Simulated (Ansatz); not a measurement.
FeO:

```
CELL_PARAMETERS angstrom
-1.60210 1.60210 2.08339
1.60210 -1.60210 2.08339
1.60210 1.60210 -2.08339
ATOMIC_POSITIONS crystal
Fe 0.00000 0.00000 0.00000
O 0.50000 0.50000 0.00000
```

The cell comes from a database or a generator and needn't be the stable form of this composition.

Base run:

| Quantity | Value |
| --- | --- |
| Program | Ansatz 0.2.0 |
| Functional | PBEsol |
| Potentials or basis | Ansatz PAW |
| Cutoff | 420 eV (not typed: the program's choice for these potentials) |
| k mesh | 12 × 12 × 12 |
| Occupations | fermi-dirac, width 0.05 eV |
| Spin | no spin polarisation |

Its results: band gap on the k mesh none (metal or under the smearing width); pressure -37.1 GPa.

Q: The run is repeated on the same cell with these changes: spin from no spin polarisation to collinear spin, random start. What comes out?

A: Band gap on the k mesh none (metal or under the smearing width); pressure -16.1 GPa; net moment -4.00 μB per cell; site moments Fe -3.39; O -0.31 μB.

Caveats: semilocal functionals often make such compounds metallic where correlation or magnetic order opens a gap, which also shifts bond lengths; the PAW data sets come from PBE, with cores solved anew for the run's functional, which leaves a small shift of forces and pressure; a pressure of tens of GPa on the cell as given is suspect, and the run, the potentials or the cell itself is likely at fault (some runs); a cell with one magnetic atom can't hold antiferromagnetic order, which such compounds often take (some runs).
